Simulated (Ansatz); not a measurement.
# Ga (C2/c) in Ansatz: reference runs

How does Ga come out in PBE? The cell is run as given and disturbed.

Everything below comes from runs of Ansatz 0.2.0. Logs are shortened: lines on timing, memory, paths and dates and some standing lists are left out, and cuts for length are marked.

### 1 The structure

The structure is monoclinic, space group C2/c (No. 15). Conventional cell: a = 2.766 Å, b = 8.053 Å, c = 3.332 Å, α = 90.00°, β = 92.02°, γ = 90.00°. Ga (site symmetry 2) is surrounded by 8 Ga at 2.69 to 2.92 Å.

This isn't the form of Ga at room conditions, which is orthorhombic.

### 2 Single point, PBE

input.yaml reads:

```yaml
crystal:
  lattice:
    - [1.383, -4.0265, 0.0]
    - [1.383, 4.0265, 0.0]
    - [-0.1174474948, 0.0, 3.3299294416]
  atoms:
    - { symbol: Ga, position: [0.131, 0.869, 0.75] }
    - { symbol: Ga, position: [0.869, 0.131, 0.25] }
kpoints:
  mp_grid: { grid: [10, 10, 8] }
scf:
  occupations: { method: fermi_dirac, width: 0.05 }
hamiltonian:
  xc: pbe
  pseudopotentials: { kind: all_electron, lapw: { basis_error: 0.001 } }
output:
  forces: true
  stress: true
  eigenvalues: true
  populations: true
```

Potentials or basis: all-electron LAPW, scalar-relativistic.

Launch:

```sh
$ ansatz run input.yaml --threads 1 --pin off --max-ram 3072MiB --backend cpu --events-out ev --progress --plain --runs-dir out
```

The program printed:

```text
Warning: RAYON_NUM_THREADS=1 ignored (pool sized by the plan → 1); use --threads N
Ga: projections on atomic orbitals take those of the free atom 1s2 2s2 2p6 3s2 3p6 3d10 4s2 4p1, of charge +0.00 (hamiltonian.pseudopotentials.projection_atoms)
LAPW: plane waves up to 8.193 Å⁻¹, error target 1.0e-3 eV per atom; small_component_spin mean_spin; Ga in spheres of 1.344 Å, 21 of its electrons in bands, Dirac shells [] (how accurate: hamiltonian.pseudopotentials.lapw.basis_error, Limitations)
Engine: ansatz 0.2.0, aarch64-unknown-linux-gnu
Pseudopotentials: kind: all_electron
Pseudopotential: Ga, LAPW, valence charge 21, lapw/all_electron/scalar/gaussian/Ga, Koelling and Harmon's equation, gaussian nucleus
Functional definition: PBE
  parameter kappa = 0.804
  parameter beta = 0.06672455060314922
  exchange = pbe_x(kappa = kappa, mu = beta*pi^2/3)
  correlation = pbe_c(beta = beta)
Crystal: 2 atoms, lattice volume = 37.086 Å³
Basis set: ecut = 255.72769592217438 eV, 357 PW (Γ), FFT grids on a1+a2, a2, a3, exchange–correlation at level 2
Bands: 26, of which v1, the nominal top of the filled ones, is band 21 counted from 1 (20 counted from 0)
Symmetry: 4 space group operations
Space group: C2/c (ITA 15), of the structure as read, at distance tolerance 3.3e-5 Å
k-points: 227 of 800
Non-local potential: Ga, projectors of the file, none
Initial density: superposition of atomic densities (chi_scale 0.1, normalization cell)
Initial wavefunctions: plane waves of lowest kinetic energy (no species holds an atomic orbital)
Functional: x = pbe(κ = 0.804, μ = 0.2195149727645171), c = pbe(β = 0.06672455060314922)
iter 1 solved again at ethr=8.30e-5 eV; its pass at ethr=1.00e-1 eV (dr2=3.48e-2 eV) is discarded
SCF iter   1: F=—  HF=-105799.715853 eV  |F-HF|=—  |Δ(HF+E_count)|=         —  Δρ=1.24e-2  dr2=3.49e-2  ethr=8.30e-5  ⟨swp⟩=3.0  Hψ=39744  notcnv=0
preconditioner: auto → Kerker (q_TF=auto, 2.785 Å⁻¹)  [metal: Δε(μ)=0.016 eV  Ē_g=17.648 eV  σ=0.050 eV  W_gap=0.08  n_scr=12 (ndim 8)  ℏωp=31.1 eV  f_vac=0.000  D(μ)=0.70/eV (n_scr^D=2)]
SCF iter   2: F=—  HF=-105799.660543 eV  |F-HF|=—  |Δ(HF+E_count)|=   5.53e-2  Δρ=7.41e-3  dr2=1.44e-2  ethr=8.30e-5  ⟨swp⟩=2.0  Hψ=17706  notcnv=0
SCF iter   3: F=—  HF=-105799.650502 eV  |F-HF|=—  |Δ(HF+E_count)|=   1.00e-2  Δρ=5.52e-3  dr2=8.35e-3  ethr=3.44e-5  ⟨swp⟩=2.0  Hψ=16613  notcnv=0
SCF iter   4: F=—  HF=-105799.649986 eV  |F-HF|=—  |Δ(HF+E_count)|=   5.16e-4  Δρ=3.05e-3  dr2=2.76e-3  ethr=1.99e-5  ⟨swp⟩=2.0  Hψ=16613  notcnv=0
iter 5 solved again at ethr=3.75e-7 eV; its pass at ethr=6.58e-6 eV (dr2=1.58e-4 eV) is discarded
SCF iter   5: F=—  HF=-105799.650284 eV  |F-HF|=—  |Δ(HF+E_count)|=   2.98e-4  Δρ=6.80e-4  dr2=1.58e-4  ethr=3.75e-7  ⟨swp⟩=2.0  Hψ=28688  notcnv=0
SCF iter   6: F=—  HF=-105799.650301 eV  |F-HF|=—  |Δ(HF+E_count)|=   1.73e-5  Δρ=8.68e-5  dr2=3.51e-6  ethr=3.75e-7  ⟨swp⟩=2.0  Hψ=16613  notcnv=0
SCF iter   7: F=—  HF=-105799.650302 eV  |F-HF|=—  |Δ(HF+E_count)|=   6.02e-7  Δρ=1.79e-5  dr2=2.20e-7  ethr=8.36e-9  ⟨swp⟩=2.7  Hψ=16848  notcnv=0
SCF iter   8: F=-105799.650302 eV  HF=-105799.650302 eV  |F-HF|=1.70e-9  |Δ(HF+E_count)|=   2.72e-8  Δρ=6.26e-6  dr2=1.72e-8  ethr=5.23e-10  ⟨swp⟩=3.0  Hψ=17165  notcnv=0
SCF 1 converged in 8 iterations: F = -105799.650302 eV  dr2 = 1.72e-8
SCF converged after 8 iterations
Free energy (F): -105799.650302 eV
Harris-Foulkes:  -105799.650302 eV  (|F-HF|=1.70e-9)
Internal energy: -105799.644554 eV  (E = F + TS)
E sigma→0 (E₀):  -105799.647428 eV
Entropy (-TS):   -0.005748 eV (-2.874 meV/atom)
Fermi energy:    11.986435 eV
--- Per-component energies (eV) ---
  E_band       = -1530.682316
  E_kinetic    = 107881.121279
  E_xc         = -4119.003308
  E_electrostatic = -209561.762525  (all electrons and nuclei)
  E_smearing   = -0.005748  (= −TS)
  E_closure    = 0.000000  (closes the sum)
  E_atoms      = -105793.889118  (free atoms, spherical and without spin; not in F)
  Σ components = -105799.650302   (vs F -105799.650302, Δ=0.00e0)
  Basis errors (estimates in eV, not in F): energy 3.3e-4 per atom: plane waves 2.9e-4 (1.6e-4 summed), levels above the bands 4.2e-62, relativity 5.7e-9, radial functions 3.7e-5, core shells 1.4e-10; eigenvalues (radial functions only) 3.4e-6; not estimated: angular momenta, meshes, grids; target (lapw.basis_error) 1.0e-3; muffin-tin radii Ga 1.344 Å
--- Forces (eV/Å), atoms counted from 1 ---
  atom   1  Ga     0.00000000    -0.20134483     0.00000000
  atom   2  Ga    -0.00000000     0.20134483    -0.00000000
  max |Σ_I F_I| component: 2.78e-17 eV/Å
--- Stress (GPa, compression-positive) ---
        2.361338       0.000000       0.432329
        0.000000       1.911770      -0.000000
        0.432329      -0.000000       0.717917
  P = ⅓ Tr σ = 1.6637 GPa (16.637 kbar)
--- Band table (eV; the first three rows and the last of 227) ---
  k-point 0: bands = ["-131.7922", "-131.7914", "-82.5374", "-82.5328", "-82.5169", "-82.5162", "-82.5157", "-82.5094", "-3.1481", "-3.1388", "-3.1029", "-3.0797", "-2.8041", "-2.8041", "-2.7756", "-2.7717", "-2.7579", "-2.6211", "0.7608", "9.8963", "10.3669", "13.6208", "17.4160", "21.6826", "22.1840", "22.4049"]
  k-point 1: bands = ["-131.7922", "-131.7914", "-82.5373", "-82.5330", "-82.5166", "-82.5162", "-82.5157", "-82.5097", "-3.1586", "-3.1136", "-3.1024", "-3.0562", "-2.8337", "-2.8317", "-2.7627", "-2.7482", "-2.7468", "-2.6461", "0.9757", "9.9708", "10.1478", "12.5050", "19.4928", "20.6742", "20.7571", "21.8697"]
  k-point 2: bands = ["-131.7921", "-131.7915", "-82.5369", "-82.5337", "-82.5161", "-82.5158", "-82.5157", "-82.5105", "-3.1639", "-3.1048", "-3.0559", "-3.0022", "-2.8697", "-2.8667", "-2.7827", "-2.7208", "-2.7178", "-2.7061", "1.6231", "8.2279", "10.8899", "12.2812", "18.1151", "18.3146", "22.3763", "22.9950"]
  k-point 226: bands = ["-131.7918", "-131.7918", "-82.5359", "-82.5359", "-82.5159", "-82.5159", "-82.5126", "-82.5126", "-3.0998", "-3.0998", "-3.0195", "-3.0195", "-2.8226", "-2.8226", "-2.7898", "-2.7898", "-2.7716", "-2.7716", "5.9835", "5.9835", "7.5968", "7.5968", "22.8414", "22.8414", "23.7974", "23.7974"]
--- Löwdin populations: 2 sites ---
  site symbol       q [e]
     0     Ga     30.9868
     1     Ga     30.9868
  spilling = 0.000426 (of n_electrons = 62.000000)
```

Run time: 79 s. Hardware: 1 thread of Arm Neoverse N1, shared host; peak memory 0.58 GiB.

What came out:

```yaml
Free_energy: -105799.6503 eV
Pressure: 1.7 GPa
Largest_force: 0.201 eV/Å
Band_gap_on_the_k_mesh: none (metal or under the smearing width)
```

Forces on the atoms (eV/Å):
```
Ga   0.000 -0.201  0.000
Ga   0.000  0.201  0.000
```

### 3 Single point, PBE (atoms moved at random, drawn with an rms of 0.05 Å)

input.yaml, as its differences from that of step 2:

```diff
@@ -6,4 +6,4 @@
   atoms:
-    - { symbol: Ga, position: [0.131, 0.869, 0.75] }
-    - { symbol: Ga, position: [0.869, 0.131, 0.25] }
+    - { symbol: Ga, position: [0.116991, 0.856835, 0.748342] }
+    - { symbol: Ga, position: [0.866666, 0.132424, 0.236628] }
 kpoints:
```

Potentials or basis: all-electron LAPW, scalar-relativistic.

Launch:

```sh
$ ansatz run input.yaml --threads 1 --pin off --max-ram 3072MiB --backend cpu --events-out ev --progress --plain --runs-dir out
```

Wall time 2.4 min (1 thread of Arm Neoverse N1, shared host); peak memory 0.89 GiB.

The run converged. Its results:

```
Free energy            : -105799.6501 eV
Pressure               : 1.7 GPa
Largest force          : 0.183 eV/Å
Band gap on the k mesh : none (metal or under the smearing width)
```

Forces in eV/Å, atoms in the order of the input:
```
Ga   0.004 -0.166 -0.076
Ga  -0.004  0.166  0.076
```

Stress tensor (GPa, compression positive):
```
2.47 0.00 0.44
0.00 1.89 0.13
0.44 0.13 0.68
```

Levels at points of the mesh, in eV from the Fermi level:
| k point | band 19 | band 20 | band 21 | band 22 | band 23 | band 24 |
| --- | --- | --- | --- | --- | --- | --- |
| (0.00, 0.00, 0.00) | -11.23 | -2.09 | -1.62 | 1.63 | 5.42 | 9.67 |
| (0.00, 0.00, -0.50) | -7.88 | -7.69 | 1.56 | 1.81 | 2.43 | 2.49 |
| (0.00, -0.50, 0.00) | -6.03 | -5.07 | -1.33 | 0.01 | 5.90 | 6.62 |
| (0.00, -0.50, -0.50) | -2.90 | -2.77 | -1.61 | -1.59 | 1.67 | 2.33 |
| (-0.50, 0.00, 0.00) | -6.07 | -4.99 | -1.38 | 0.03 | 5.69 | 6.60 |
| (-0.50, 0.00, -0.50) | -2.96 | -2.79 | -1.70 | -1.39 | 1.85 | 2.27 |
| (-0.50, -0.50, 0.00) | -9.12 | -8.58 | 3.97 | 4.59 | 5.83 | 6.05 |
| (-0.50, -0.50, -0.50) | -6.05 | -5.98 | -4.41 | -4.35 | 10.69 | 11.02 |
